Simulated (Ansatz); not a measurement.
A strain series on MgS (wurtzite) with PBE in Ansatz; the unstrained cell is the r2SCAN minimum. The cell comes from a prototype generator: it can be a known phase or a hypothetical one. Spin polarisation is off.

Input of the unstrained run:
```yaml
crystal:
  lattice:
    - [4.0286256344, 0.0, 0.0]
    - [-2.0143128172, 3.4888921417, 0.0]
    - [0.0, 0.0, 6.4543927861]
  atoms:
    - { symbol: Mg, position: [0.3333333333, 0.6666666667, -0.002872719] }
    - { symbol: Mg, position: [0.6666666667, 0.3333333333, 0.497127281] }
    - { symbol: S, position: [0.3333333333, 0.6666666667, 0.377872719] }
    - { symbol: S, position: [0.6666666667, 0.3333333333, 0.877872719] }
kpoints:
  mp_grid: { grid: [12, 12, 4] }
  band_path:
    path:
      - [0.0, 0.0, 0.0]
      - [0.5, 0.0, 0.0]
      - [0.3333333333, 0.3333333333, 0.0]
      - [0.0, 0.0, 0.5]
      - [0.5, 0.0, 0.5]
      - [0.3333333333, 0.3333333333, 0.5]
    npoints: 1
hamiltonian:
  xc: pbe
scf:
  occupations: { method: fermi_dirac, width: 0.02 }
  n_extra_bands: 5
output:
  forces: true
  stress: true
  eigenvalues: true
```

Its main results, and the levels near the gap at the points of the path (eV from the Fermi energy, bands numbered from 0, names kept under strain):
```
Crystal: 4 atoms, lattice volume = 90.719 Å³
Basis set: ecut = 420 eV, 1785 PW (Γ)
Symmetry: 12 space group operations
Space group: P63mc (ITA 186)
k-points: 57 of 576 (time reversal used)
Free energy (F): -5657.471370 eV
Fermi energy:    4.975522 eV
--- Forces (eV/Å), atoms counted from 1 ---
  atom   1  Mg      0.00000      0.00000    -0.00434
  atom   2  Mg      0.00000      0.00000    -0.00434
  atom   3  S       0.00000      0.00000      0.00434
  atom   4  S       0.00000      0.00000      0.00434
--- Stress (GPa, compression-positive) ---
        1.082368       0.000000       0.000000
        0.000000       1.082368       0.000000
        0.000000       0.000000       1.022062
  P = ⅓ Tr σ = 1.0623 GPa (10.623 kbar)
```
```tsv
point	band_13	band_14	band_15	band_16	band_17	band_18
Γ	-1.859	-1.859	-1.747	1.726	2.994	5.777
M	-2.934	-2.657	-2.177	3.028	3.473	4.072
K	-3.069	-3.065	-3.065	3.117	5.316	5.619
A	-2.070	-2.070	-2.070	3.205	3.205	5.868
L	-2.591	-2.534	-2.534	2.925	2.925	4.564
H	-3.695	-2.256	-2.256	4.059	4.059	4.656
```

Xy shear, engineering strain (angle) -1.0 %. The input changes in these blocks:
```yaml
crystal:
  lattice:
    - [4.0286256344, -0.0201431281, 0.0]
    - [-2.031757278, 3.4989637058, 0.0]
    - [0.0, 0.0, 6.4543927861]
  atoms:
    - { symbol: Mg, position: [0.333988285, 0.6666610866, -0.0028690014] }
    - { symbol: Mg, position: [0.666011715, 0.3333389134, 0.4971309986] }
    - { symbol: S, position: [0.3352335428, 0.6667019848, 0.3778690014] }
    - { symbol: S, position: [0.6647664572, 0.3332980152, 0.8778690014] }
```

```
Crystal: 4 atoms, lattice volume = 90.717 Å³
Basis set: ecut = 420 eV, 1785 PW (Γ)
Symmetry: 2 space group operations
Space group: P21 (ITA 4)
k-points: 222 of 576 (time reversal used)
Free energy (F): -5657.470826 eV
Fermi energy:    4.975501 eV
--- Forces (eV/Å), atoms counted from 1 ---
  atom   1  Mg    -0.00285      0.00007    -0.00466
  atom   2  Mg      0.00285    -0.00007    -0.00466
  atom   3  S       0.00058      0.00005      0.00466
  atom   4  S     -0.00058    -0.00005      0.00466
--- Stress (GPa, compression-positive) ---
        1.077407       0.185507       0.000000
        0.185507       1.084159       0.000000
        0.000000       0.000000       1.021031
  P = ⅓ Tr σ = 1.0609 GPa (10.609 kbar)
```
```tsv
point	band_13	band_14	band_15	band_16	band_17	band_18
Γ	-1.879	-1.838	-1.747	1.726	2.993	5.724
M	-2.973	-2.644	-2.208	2.986	3.441	4.040
K	-3.069	-3.066	-3.064	3.117	5.309	5.618
A	-2.094	-2.044	-2.044	3.204	3.204	5.854
L	-2.626	-2.535	-2.535	2.919	2.919	4.551
H	-3.695	-2.256	-2.256	4.059	4.059	4.656
```

PBE: the gap goes from 3.473 to 3.473 eV (0.000 eV).

Isotropic +0.5 % on every length. The input changes in these blocks:
```yaml
crystal:
  lattice:
    - [4.0487687626, 0.0, 0.0]
    - [-2.0243843813, 3.5063366025, 0.0]
    - [0.0, 0.0, 6.4866647501]
  atoms:
    - { symbol: Mg, position: [0.3333333333, 0.6666666667, -0.002872719] }
    - { symbol: Mg, position: [0.6666666667, 0.3333333333, 0.497127281] }
    - { symbol: S, position: [0.3333333333, 0.6666666667, 0.377872719] }
    - { symbol: S, position: [0.6666666667, 0.3333333333, 0.877872719] }
```

```
Crystal: 4 atoms, lattice volume = 92.087 Å³
Basis set: ecut = 420 eV, 1797 PW (Γ)
Symmetry: 12 space group operations
Space group: P63mc (ITA 186)
k-points: 57 of 576 (time reversal used)
Free energy (F): -5657.476701 eV
Fermi energy:    4.813949 eV
--- Forces (eV/Å), atoms counted from 1 ---
  atom   1  Mg      0.00000      0.00000    -0.00160
  atom   2  Mg      0.00000      0.00000    -0.00160
  atom   3  S       0.00000      0.00000      0.00159
  atom   4  S       0.00000      0.00000      0.00159
--- Stress (GPa, compression-positive) ---
        0.207246       0.000000       0.000000
        0.000000       0.207246       0.000000
        0.000000       0.000000       0.179196
  P = ⅓ Tr σ = 0.1979 GPa (1.979 kbar)
```
```tsv
point	band_13	band_14	band_15	band_16	band_17	band_18
Γ	-1.820	-1.820	-1.710	1.689	2.981	5.785
M	-2.877	-2.602	-2.134	3.059	3.499	4.058
K	-3.006	-3.004	-3.004	3.169	5.325	5.588
A	-2.028	-2.028	-2.028	3.172	3.172	5.846
L	-2.540	-2.484	-2.484	2.947	2.947	4.577
H	-3.619	-2.212	-2.212	4.065	4.065	4.676
```

PBE: the gap goes from 3.473 to 3.399 eV (-0.074 eV).

Uniaxial +4.0 % along z, other directions held. The input changes in these blocks:
```yaml
crystal:
  lattice:
    - [4.0286256344, 0.0, 0.0]
    - [-2.0143128172, 3.4888921417, 0.0]
    - [0.0, 0.0, 6.7125684976]
  atoms:
    - { symbol: Mg, position: [0.3333333333, 0.6666666667, 0.0008768639] }
    - { symbol: Mg, position: [0.6666666667, 0.3333333333, 0.5008768639] }
    - { symbol: S, position: [0.3333333333, 0.6666666667, 0.3741231361] }
    - { symbol: S, position: [0.6666666667, 0.3333333333, 0.8741231361] }
```

```
Crystal: 4 atoms, lattice volume = 94.348 Å³
Basis set: ecut = 420 eV, 1835 PW (Γ)
Symmetry: 12 space group operations
Space group: P63mc (ITA 186)
k-points: 57 of 576 (time reversal used)
Free energy (F): -5657.456006 eV
Fermi energy:    4.528044 eV
--- Forces (eV/Å), atoms counted from 1 ---
  atom   1  Mg      0.00000      0.00000      0.00316
  atom   2  Mg      0.00000      0.00000      0.00316
  atom   3  S       0.00000      0.00000    -0.00317
  atom   4  S       0.00000      0.00000    -0.00317
--- Stress (GPa, compression-positive) ---
       -0.410000       0.000000       0.000000
        0.000000      -0.410000       0.000000
        0.000000       0.000000      -2.367664
  P = ⅓ Tr σ = -1.0626 GPa (-10.626 kbar)
```
```tsv
point	band_13	band_14	band_15	band_16	band_17	band_18
Γ	-1.766	-1.662	-1.662	1.629	3.192	6.001
M	-2.649	-2.525	-2.016	3.256	3.449	3.990
K	-2.935	-2.892	-2.892	3.170	5.457	5.644
A	-1.833	-1.833	-1.833	3.211	3.211	5.667
L	-2.468	-2.358	-2.358	2.940	2.940	4.582
H	-3.468	-2.213	-2.213	3.989	3.989	4.608
```

PBE: the gap goes from 3.473 to 3.291 eV (-0.182 eV).

Another run changes these blocks:
```yaml
crystal:
  lattice:
    - [4.2300569162, 0.0, 0.0]
    - [-2.1150284581, 3.4888921417, 0.0]
    - [0.0, 0.0, 6.4543927861]
  atoms:
    - { symbol: Mg, position: [0.3328960439, 0.6657920877, -0.0052359869] }
    - { symbol: Mg, position: [0.6671039561, 0.3342079123, 0.4947640131] }
    - { symbol: S, position: [0.3272399667, 0.6544799333, 0.3802359869] }
    - { symbol: S, position: [0.6727600333, 0.3455200667, 0.8802359869] }
```

```
Crystal: 4 atoms, lattice volume = 95.255 Å³
Basis set: ecut = 420 eV, 1869 PW (Γ)
Symmetry: 4 space group operations
Space group: Cmc21 (ITA 36)
k-points: 129 of 576 (time reversal used)
Free energy (F): -5657.443461 eV
Fermi energy:    4.493507 eV
--- Forces (eV/Å), atoms counted from 1 ---
  atom   1  Mg      0.00000    -0.00176    -0.00844
  atom   2  Mg      0.00000      0.00176    -0.00844
  atom   3  S       0.00000    -0.00569      0.00844
  atom   4  S       0.00000      0.00569      0.00844
--- Stress (GPa, compression-positive) ---
       -2.988017       0.000000       0.000000
        0.000000      -1.163607       0.000000
        0.000000       0.000000      -0.918840
  P = ⅓ Tr σ = -1.6902 GPa (-16.902 kbar)
```
```tsv
point	band_13	band_14	band_15	band_16	band_17	band_18
Γ	-1.866	-1.716	-1.581	1.562	2.768	5.415
M	-2.740	-2.521	-1.991	3.138	3.671	4.138
K	-2.890	-2.887	-2.851	3.316	5.060	5.364
A	-2.113	-1.914	-1.914	3.007	3.007	5.628
L	-2.409	-2.326	-2.326	3.006	3.006	4.645
H	-3.475	-2.081	-2.081	4.108	4.108	4.745
```

Task: Which strain is this, and what did it do?

Result: Uniaxial +5.0 % along x, other directions held, atoms relaxed again. PBE: the gap goes from 3.473 to 3.142 eV (-0.331 eV).
